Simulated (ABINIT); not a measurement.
# C in ABINIT: a series of runs, part 2 of 2

ABINIT 10.8.3 (patched build). The steps go on from the part before.

### Step 5. Relaxation of cell and atoms, PBE+D4

The input, run.py:

```python
import json, os
import numpy as np
from ase.constraints import FixSymmetry
from ase.optimize import BFGS
from ase.filters import FrechetCellFilter
from ase.units import GPa
from ase.calculators.mixing import SumCalculator
from dftd4.ase import DFTD4
from ase.calculators.abinit import Abinit, AbinitProfile
from ase import Atoms

atoms = Atoms(['C', 'C'],
              cell=[[2.4561701622, 0.0, 0.0], [-1.2280850811, 2.1271057565, 0.0], [0.0, 0.0, 8.52380336]],
              scaled_positions=[[0.6666666667, 0.3333333333, 0.0], [0.3333333333, 0.6666666667, 0.0]],
              pbc=True)

profile = AbinitProfile(command='abinit', pp_paths=[os.path.abspath('pseudos')])
params = dict(
    pps='pawxml', xc='PBE',
    chksymtnons=0,
    tolsym=1e-05,
    ecut=517.0163,
    pawecutdg=1034.0327,
    pawxcdev=0,
    pawovlp=-1,
    kptopt=1,
    ngkpt=[12, 12, 3],
    nshiftk=1,
    shiftk=[0.0, 0.0, 0.0],
    ixc=11,
    nband=8,
    occopt=3,
    tsmear=0.05,
    nstep=100,
    tolvrs=1e-09,
    prtwf=0,
    prtden=0,
    ecutsm=0.5,
)

atoms.calc = SumCalculator([Abinit(profile=profile, directory='run', **params), DFTD4(method='pbe')])
atoms.set_constraint(FixSymmetry(atoms, symprec=1e-4))
opt = BFGS(FrechetCellFilter(atoms), trajectory='opt.traj')
converged = opt.run(fmax=0.02, steps=30)
print('converged', converged)
print('cell (A)', np.round(atoms.cell[:], 5).tolist())
energy = atoms.get_potential_energy()
forces = atoms.get_forces()
stress = atoms.get_stress()
print(f'energy {energy:.6f} eV')
print('forces (eV/A)')
print(np.round(forces, 5))
print('stress (GPa, Voigt, tension positive)', np.round(stress / GPa, 4))
json.dump(dict(energy=energy, forces=forces.tolist(), stress=stress.tolist(), cell=atoms.cell.tolist(), frac=atoms.get_scaled_positions(wrap=False).tolist()), open('results.json', 'w'))
```

Potentials or basis: JTH PAW PBE v2.0.

Launch:

```bash
python run.py
```

Log:

```text
Step          Energy          fmax
BFGS:    0     -313.005511        0.145346
BFGS:    1     -313.006203        0.073878
BFGS:    2     -313.006096        0.012144
converged True
cell (A) [[2.46138, -0.0, 0.0], [-1.23069, 2.13162, 0.0], [0.0, -0.0, 8.52169]]
energy -313.006096 eV
forces (eV/A)
[[ 0.  0.  0.]
 [ 0. -0. -0.]]
stress (GPa, Voigt, tension positive) [ 0.0105  0.0105  0.087   0.     -0.     -0.    ]
```

abinit.in:

```text
chksymtnons 0
ecut 517.0163 eV
ecutsm 0.5
ixc 11
kptopt 1
natom 2
nband 8
ngkpt
12 12 3
nshiftk 1
nsppol 1
nstep 100
occopt 3
pawecutdg 1034.0327 eV
pawovlp -1
pawxcdev 0
prtden 0
prtwf 0
shiftk
0.0 0.0 0.0
tolsym 1e-05
tolvrs 1e-09
tsmear 0.05 eV
#Definition of the unit cell
acell
1.00000000000000 1.00000000000000 1.00000000000000 Angstrom
rprim
2.46137798805611 -0.00000000000000 0.00000000000000
-1.23068899402805 2.13161586597242 0.00000000000000
0.00000000000000 -0.00000000000000 8.52168701010134
chkprim 0 # Allow non-primitive cells
#Definition of the atom types
ntypat 1
znucl 6
#Enumerate different atomic species
typat
 1 1
pseudos "./pseudos/C.GGA_PBE-JTH.xml"
#Definition of the atoms
xcart
2.32566514502735 1.34272339725792 0.00000000000000
0.00000000023257 2.68544679465012 -0.00000000000000
chkexit 1 # abinit.exit file in the running directory terminates after the current SCF
```

abinit.abo:

```text
.Version 10.8.3 of ABINIT
 Symmetries : space group P6/m m m (#191); Bravais hP (primitive hexag.)
================================================================================
 Values of the parameters that define the memory need of the present run
     intxc =       0    ionmov =       0      iscf =      17    lmnmax =       8
     lnmax =       4     mgfft =      64  mpssoang =       2    mqgrid =    4469
     natom =       2  nloc_mem =       2    nspden =       1   nspinor =       1
    nsppol =       1      nsym =      24    n1xccc =       1    ntypat =       1
    occopt =       3   xclevel =       2
       mpw =        1221          nfft =       25600          nkpt =          38
 PAW method is used; the additional fine FFT grid is defined by:
   mgfftf=        90    nfftf =     65610
================================================================================
================================================================================

--------------------------------------------------------------------------------
------------- Echo of variables that govern the present computation ------------
--------------------------------------------------------------------------------
 -outvars: echo values of preprocessed input variables --------
            acell      1.8897261259E+00  1.8897261259E+00  1.8897261259E+00 Bohr
              amu      1.20110000E+01
          chkexit           1
          chkprim           0
      chksymtnons           0
             ecut      1.89999986E+01 Hartree
           ecutsm      5.00000000E-01 Hartree
              ixc          11
         kptrlatt       12    0    0      0   12    0      0    0    3
          kptrlen      5.58159635E+01
            natom           2
            nband           8
            ngfft          20      20      64
          ngfftdg          27      27      90
             nkpt          38
            nstep         100
             nsym          24
           ntypat           1
           occopt           3
        pawecutdg      3.80000008E+01 Hartree
          pawovlp     -1.0000000000E+00
         pawxcdev           0
           prtden           0
            prtwf           0
            rprim      2.4613779881E+00 -0.0000000000E+00  0.0000000000E+00
                      -1.2306889940E+00  2.1316158660E+00  0.0000000000E+00
                       0.0000000000E+00 -0.0000000000E+00  8.5216870101E+00
          spgroup         191
           tolvrs      1.00000000E-09
           tsmear      1.83746611E-03 Hartree
            typat      1  1
           useylm           1
           xangst      1.2306889941E+00  7.1053862188E-01  0.0000000000E+00
                       9.9998793029E-11  1.4210772439E+00  0.0000000000E+00
            xcart      2.3256651451E+00  1.3427233972E+00  0.0000000000E+00
                       1.8897033175E-10  2.6854467947E+00  0.0000000000E+00
[... 121 lines left out ...]
 reduced coordinates (array xred) for    2 atoms
       0.666666666681      0.333333333281      0.000000000000
       0.333333333348      0.666666666615      0.000000000000
 rms dE/dt=  4.0300E-27; max dE/dt=  5.3853E-27; dE/dt below (all hartree)
    1       0.000000000000      0.000000000000     -0.000000000000
    2      -0.000000000000     -0.000000000000      0.000000000000

 cartesian coordinates (angstrom) at end:
    1      1.23068899412805     0.71053862187979     0.00000000000000
    2      0.00000000010000     1.42107724387060     0.00000000000000

 cartesian forces (hartree/bohr) at end:
    1     -0.00000000000000    -0.00000000000000     0.00000000000000
    2      0.00000000000000     0.00000000000000    -0.00000000000000
 frms,max,avg= 1.1131980E-27 1.8716703E-27   0.000E+00  0.000E+00  0.000E+00 h/b

 cartesian forces (eV/Angstrom) at end:
    1     -0.00000000000000    -0.00000000000000     0.00000000000000
    2      0.00000000000000     0.00000000000000    -0.00000000000000
 frms,max,avg= 5.7242944E-26 9.6245158E-26   0.000E+00  0.000E+00  0.000E+00 e/A
 length scales=  1.889726125908  1.889726125908  1.889726125908 bohr
              =  1.000000000000  1.000000000000  1.000000000000 angstroms
 Fermi (or HOMO) energy (hartree) =  -0.02134   Average Vxc (hartree)=  -0.18866
 Eigenvalues (hartree) for nkpt=  38  k points:
 kpt#   1, nband=  8, wtk=  0.00231, kpt=  0.0000  0.0000  0.0000 (reduced coord)
  -0.74050   -0.30258   -0.13314   -0.13314    0.08260    0.16875    0.22821    0.28546
      occupation numbers for kpt#   1
   2.00000    2.00000    2.00000    2.00000    0.00000    0.00000    0.00000    0.00000
 prteigrs : prtvol=0 or 1, do not print more k-points.

--- !EnergyTerms
iteration_state     : {dtset: 1, }
comment             : Components of total free energy in Hartree
kinetic             :  6.82911449983372E+00
hartree             :  1.88266311342639E+01
xc                  : -4.29198780446421E+00
Ewald energy        :  9.00299858497216E+00
psp_core            :  2.31961688963620E-01
local_psp           : -4.36385959093337E+01
PAW spherical_terms :  1.54512582974844E+00
internal            : -1.14947519760161E+01
'-kT*entropy'       : -7.07574664083429E-05
total_energy        : -1.14948227334825E+01
total_energy_eV     : -3.12790061229875E+02
...

--- !EnergyTermsDC
iteration_state     : {dtset: 1, }
comment             : '"Double-counting" decomposition of free energy'
band_energy         : -2.86543660668812E+00
Ewald energy        :  9.00299858497216E+00
psp_core            :  2.31961688963620E-01
xc_dc               : -1.86846595518527E+01
PAW spherical_terms :  8.20378883783135E-01
internal            : -1.14947570008219E+01
'-kT*entropy'       : -7.07574664083429E-05
total_energy_dc     : -1.14948277582883E+01
total_energy_dc_eV  : -3.12790197961806E+02
...

--- !EnergyTermsWithPAWCore
iteration_state     : {dtset: 1, }
comment             : 'Components of total free energy, including PAW core contributions'
Total energy        : -7.62086570440433E+01
Total energy DC     : -7.62086620688491E+01
Total energy (eV)   : -2.07374320211296E+03
Total energy DC (eV): -2.07374333884489E+03
...

 Cartesian components of stress tensor (hartree/bohr^3)
  sigma(1 1)= -2.64223482E-05  sigma(3 2)=  0.00000000E+00
  sigma(2 2)= -2.64223482E-05  sigma(3 1)=  0.00000000E+00
  sigma(3 3)=  2.43933074E-06  sigma(2 1)=  0.00000000E+00

-Cartesian components of stress tensor (GPa)         [Pressure=  4.9433E-01 GPa]
- sigma(1 1)= -7.77372323E-01  sigma(3 2)=  0.00000000E+00
- sigma(2 2)= -7.77372323E-01  sigma(3 1)=  0.00000000E+00
- sigma(3 3)=  7.17675881E-02  sigma(2 1)=  0.00000000E+00

== END DATASET(S) ==============================================================
================================================================================

 -outvars: echo values of variables after computation  --------
            acell      1.8897261259E+00  1.8897261259E+00  1.8897261259E+00 Bohr
           etotal     -1.1494827758E+01
            fcart     -4.6311830043E-28 -1.8716703279E-27  1.0450443135E-30
                       4.6311830043E-28  1.8716703279E-27 -1.0450443135E-30
            rprim      2.4613779881E+00 -0.0000000000E+00  0.0000000000E+00
                      -1.2306889940E+00  2.1316158660E+00  0.0000000000E+00
                       0.0000000000E+00 -0.0000000000E+00  8.5216870101E+00
           strten     -2.6422348201E-05 -2.6422348201E-05  2.4393307379E-06
                       0.0000000000E+00  0.0000000000E+00  0.0000000000E+00
           xangst      1.2306889941E+00  7.1053862188E-01  0.0000000000E+00
                       9.9998793029E-11  1.4210772439E+00  0.0000000000E+00
             xred      6.6666666668E-01  3.3333333328E-01  0.0000000000E+00
                       3.3333333335E-01  6.6666666661E-01  0.0000000000E+00
 Calculation completed.
```

Wall time 39 s (1 thread of Arm Neoverse V1, shared host); peak memory 0.1 GiB.

Results:

- Free energy: -313.0062 eV
- Relaxed volume: 22.36 Å³/atom
- Relaxed cell: a = 2.461 Å, b = 2.461 Å, c = 8.522 Å, α = 90.00°, β = 90.00°, γ = 120.00°
- Space group after relaxing (to 0.05 Å): P6/mmm (No. 191)
- Energy gained by relaxing: 0.3 meV/atom
- Ionic steps: 3
- Band gap on the k mesh: none (metal or under the smearing width)
- Dispersion energy per atom: -0.108 eV

Step by step:
```
step  energy change (eV)  largest force (eV/Å)  pressure (GPa)  volume (Å³)
   1              0.0000                0.0000            0.67        44.53
   2             -0.0007                0.0000            0.33        44.62
   3             -0.0006                0.0000           -0.04        44.71
```

Final structure:
```xyz
2
Lattice="2.4614 0.0000 0.0000 -1.2307 2.1316 0.0000 0.0000 0.0000 8.5217" Properties=species:S:1:pos:R:3 pbc="T T T"
C     1.2307    0.7105    0.0000
C     0.0000    1.4211    0.0000
```

Levels at points of the mesh, in eV from the Fermi level:
```csv
k point,band 2,band 3,band 4,band 5,band 6,band 7
"(0.00, 0.00, 0.00)",-7.65,-3.04,-3.04,2.83,5.17,6.79
"(0.50, 0.00, 0.00)",-13.27,-6.43,-2.37,1.68,7.42,10.79
```

Caveat: the log and the count of SCF iterations are those of the last ABINIT call alone; the atomic spheres overlap.

### Step 6. The runs side by side

| level | dispersion computed by | gap on the mesh (eV) | relaxed volume (Å³/atom) |
| --- | --- | --- | --- |
| PBE | - | none | 22.43 |
| PBE+D3 | simple-dftd3 1.7.0 | none | 22.42 |
| PBE+D3(BJ) | simple-dftd3 1.7.0 | none | 22.41 |
| PBE+D4 | dftd4 4.3.1 | none | 22.36 |

Alike in all rows: task relaxation of cell and atoms; potentials or basis JTH PAW PBE v2.0; no spin polarisation; cell relaxed; k mesh 12 × 12 × 3; cutoff (eV) 517; smearing fermi-dirac 0.05 eV.

Caveats: the atomic spheres overlap.

Absolute energies hang on the potentials; compare differences alone.
